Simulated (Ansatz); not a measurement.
A plane-wave DFT run in Ansatz 0.2.0 (scalar-relativistic PAW potentials unless the input names others): input and command.

```yaml
crystal:
  lattice:
    - [0.0, 2.4885655517, 2.4044111611]
    - [2.4044111611, 0.0, 2.4044111611]
    - [2.4044111611, 2.4885655517, 0.0]
  atoms:
    - { symbol: B, position: [0.0, 0.0, 0.0] }
    - { symbol: As, position: [0.75, 0.75, 0.75] }
basis:
  ecutwfc: 420
kpoints:
  mp_grid: { grid: [10, 10, 10] }
hamiltonian:
  xc: pbe
scf:
  occupations: { method: tetrahedron }
  lower_state_search: full
output:
  forces: true
  eigenvalues: true
  stress: true
```

```bash
ansatz run input.yaml --threads 1 --pin off --max-ram 2560MiB --backend cpu --events-out ev --progress --plain --runs-dir out
```

Abridged log:
```
Warning: output.forces, output.stress, relax.cell or npt_langevin: where a Kohn–Sham band that disperses or a degenerate level is filled in part under the method tetrahedron, the forces or the stress that this run publishes need not agree with its energy (scf.occupations.method in the input reference, under Limitations); prefer a smearing scheme for the forces or the stress
the run goes by scf.lower_state_search full: where its kind and settings allow, a search for a lower-energy state can add stability tests and further SCF calculations, which can take many times as long as the SCF (see the manual's entry of the key); standard usually adds fewer, off none
Pseudopotentials: kind: paw
Pseudopotential: B, paw, valence charge 3, recommended cutoff 420 eV (normal)
Pseudopotential: As, paw, valence charge 15, recommended cutoff 420 eV (normal)
Functional definition: PBE
Crystal: 2 atoms, lattice volume = 28.774 Å³
Basis set: ecut = 420 eV, 553 PW (Γ), exchange–correlation on 48×48×48 points (8 copies of the dense FFT grid, shifted against one another)
Bands: 13, of which v1, the nominal top of the filled ones, is band 9 counted from 1 (8 counted from 0)
Symmetry: 8 space group operations
Space group: I-4m2 (ITA 119), of the structure as read, at distance tolerance 3.1e-5 Å
k-points: 102 of 1000 (time reversal used)
Initial density: superposition of atomic densities (neutral atoms: chi_scale 0, normalization atom), corrected by the library's trained network
Initial wavefunctions: pseudopotential atomic-orbital guess
Functional: x = pbe(κ = 0.804, μ = 0.21951497), c = pbe(β = 0.06672455)
SCF iter   1: F=—  HF=-5012.077517 eV  |F-HF|=—  |Δ(HF+E_count)|=         —  Δρ=7.18e-4  dr2=6.00e-5  ethr=1.77e-3  ⟨swp⟩=6.0  Hψ=7461  notcnv=0
SCF iter   2: F=—  HF=-5012.077583 eV  |F-HF|=—  |Δ(HF+E_count)|=   6.59e-5  Δρ=4.09e-4  dr2=2.71e-5  ethr=3.33e-7  ⟨swp⟩=2.9  Hψ=3667  notcnv=0
SCF iter   3: F=—  HF=-5012.077612 eV  |F-HF|=—  |Δ(HF+E_count)|=   2.84e-5  Δρ=1.86e-4  dr2=3.52e-6  ethr=1.51e-7  ⟨swp⟩=2.3  Hψ=2692  notcnv=0
SCF iter   4: F=—  HF=-5012.077624 eV  |F-HF|=—  |Δ(HF+E_count)|=   1.19e-5  Δρ=4.49e-5  dr2=5.10e-7  ethr=1.95e-8  ⟨swp⟩=2.4  Hψ=2207  notcnv=0
SCF iter   5: F=-5012.077624 eV  HF=-5012.077624 eV  |F-HF|=2.18e-8  |Δ(HF+E_count)|=   1.70e-7  Δρ=8.09e-6  dr2=1.01e-8  ethr=5.56e-10  ⟨swp⟩=2.4  Hψ=5389  notcnv=0
SCF 1 converged in 5 iterations: F = -5012.077624 eV  dr2 = 1.01e-8
nothing was settled outside the run's symmetry: nothing can read such an SCF under this deck's method. The result stands under that symmetry, and whether a lower state lies outside it is not known beyond what `following` tells
WARN: this state was not checked for a lower one beside it: the run's test of it (scf.lower_state_search) did not read this close as a whole: no probe does on that ground (fill_not_monotonic)
SCF converged after 5 iterations
Free energy (F): -5012.077624 eV
Harris-Foulkes:  -5012.077624 eV  (|F-HF|=2.18e-8)
Internal energy: -5012.077624 eV  (E = F + TS)
E sigma→0 (E₀):  -5012.077624 eV
Fermi energy:    10.391697 eV
--- Forces (eV/Å), atoms counted from 1 ---
  atom   1  B      0.00000000     0.00000000     0.00000000
  atom   2  As     0.00000000     0.00000000     0.00000000
--- Stress (GPa, compression-positive) ---
       -1.807300       0.000000       0.000000
        0.000000      -8.911758       0.000000
        0.000000       0.000000      -1.807300
  P = ⅓ Tr σ = -4.1755 GPa (-41.755 kbar)
```

Apart from outputs and empty bands, the input differs from a reference run on usual settings in scf.occupations.width: 0.05 → not typed; scf.occupations.method: "gaussian" → "tetrahedron"; scf.lower_state_search: not typed → "full". The reference, at the same geometry (not necessarily relaxed), gave pressure -4.18 GPa, largest force 0.000 eV/Å, gap on the mesh 0.99 eV. This run converged in 5 SCF iterations (reference: 6) with an energy at zero smearing within 0.01 meV/atom of the reference's, pressure -4.18 GPa, largest force 0.000 eV/Å, gap on the mesh 0.99 eV.

Time: 1.6 s on 1 thread of Intel(R) Xeon(R) 6975P-C (Granite Rapids), with other jobs on the host, peak memory 0.39 GiB.